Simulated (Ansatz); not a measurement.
# Te2Mo: relaxation of cell and atoms with PBE

Crystal: Te2Mo.

```
Te Mo
1.0
     6.34645    0.00000    0.00000
     0.00000    3.49422    0.00000
    -0.54903    0.00000   14.85616
Te Mo
8 4
Direct
  0.06309 0.50000 0.40139
  0.93626 0.00000 0.59892
  0.56720 0.00000 0.36206
  0.43254 0.50000 0.63827
  0.09105 0.00000 0.13792
  0.90945 0.50000 0.86175
  0.58109 0.50000 0.09855
  0.41935 0.00000 0.90115
  0.31969 0.00000 0.50683
  0.67978 0.50000 0.49352
  0.18149 0.50000 0.00653
  0.81900 0.00000 0.99309
```

The cell is a database's computed one.

```
Program               : Ansatz 0.2.0
Task                  : relaxation of cell and atoms
Functional            : PBE
Potentials or basis   : Ansatz PAW
Cutoff                : 420 eV (not typed: the program's choice for these potentials)
k mesh                : 3 × 6 × 2
Occupations           : fermi-dirac, width 0.05 eV
Spin                  : no spin polarisation
Target pressure       : 2 GPa
Target pressure (GPa) : 2
```

```yaml
Relaxed_volume: 25.27 Å³/atom
Relaxed_cell: a = 6.346 Å, b = 3.478 Å, c = 13.768 Å, α = 90.00°, β = 93.82°, γ = 90.00°
Space_group_after_relaxing_to_0.05_Å: P2_1/m (No. 11)
Energy_change_on_relaxing_the_enthalpy_is_what_falls: +13.1 meV/atom
Ionic_steps: 10
Pressure_after_relaxing: 2.0 GPa
Largest_force_after_relaxing: 0.004 eV/Å
Band_gap_on_the_k_mesh: none (metal or under the smearing width)
```

Forces on the atoms (eV/Å):
```
Te   0.000  0.000 -0.001
Te   0.000  0.000  0.001
Te  -0.002  0.000  0.002
Te   0.002  0.000 -0.002
Te  -0.002  0.000 -0.001
Te   0.002  0.000  0.001
Te   0.001  0.000  0.001
Te  -0.001  0.000 -0.001
Mo   0.000  0.000 -0.004
Mo   0.000  0.000  0.004
Mo   0.001  0.000 -0.003
Mo  -0.001  0.000  0.003
```

The path:
```tsv
step	energy change (eV)	largest force (eV/Å)	volume (Å³)
1	0.0000	0.2202	329.45
2	0.0413	0.0278	316.33
3	0.0870	0.0795	309.70
4	0.1330	0.0562	305.25
5	0.1436	0.0189	304.06
6	0.1563	0.0188	302.97
7	0.1550	0.0215	303.08
8	0.1508	0.0182	303.40
9	0.1530	0.0045	303.21
10	0.1573	0.0045	303.21
```

Final structure:
```
Te Mo
1.0
     6.34568    0.00000   -0.08162
     0.00000    3.47797    0.00000
    -0.74003    0.00000   13.74818
Te Mo
8 4
Direct
  0.05531 0.50000 0.39519
  0.94466 0.00000 0.60480
  0.55900 0.00000 0.34993
  0.44097 0.50000 0.65006
  0.09821 0.00000 0.15041
  0.90182 0.50000 0.84960
  0.58759 0.50000 0.10450
  0.41244 0.00000 0.89551
  0.32054 0.00000 0.50648
  0.67943 0.50000 0.49351
  0.18137 0.50000 0.00726
  0.81865 0.00000 0.99275
```

Levels at points of the mesh, in eV from the Fermi level:
| k point | band 90 | band 91 | band 92 | band 93 | band 94 | band 95 |
| --- | --- | --- | --- | --- | --- | --- |
| (0.00, 0.00, 0.00) | -0.14 | 0.11 | 0.16 | 0.46 | 0.72 | 0.87 |
| (0.00, 0.00, -0.50) | -0.03 | -0.02 | 0.01 | 0.47 | 0.58 | 0.89 |
| (0.00, -0.50, 0.00) | -1.58 | -1.45 | -1.45 | 0.98 | 0.98 | 1.13 |
| (0.00, -0.50, -0.50) | -1.59 | -1.52 | -1.52 | 0.96 | 0.96 | 1.12 |

Run time: 4.7 min on 4 threads of Arm Neoverse V1, on a shared host, peak memory 1.2 GiB.

Caveat: the plane-wave basis is chosen anew once the cell has moved, so the energies of steps on either side of that aren't comparable; this functional lacks dispersion, which binds the layers, so the pressure and a relaxed spacing across them are unreliable. Spin-orbit coupling is left out, which matters for the levels of Te.
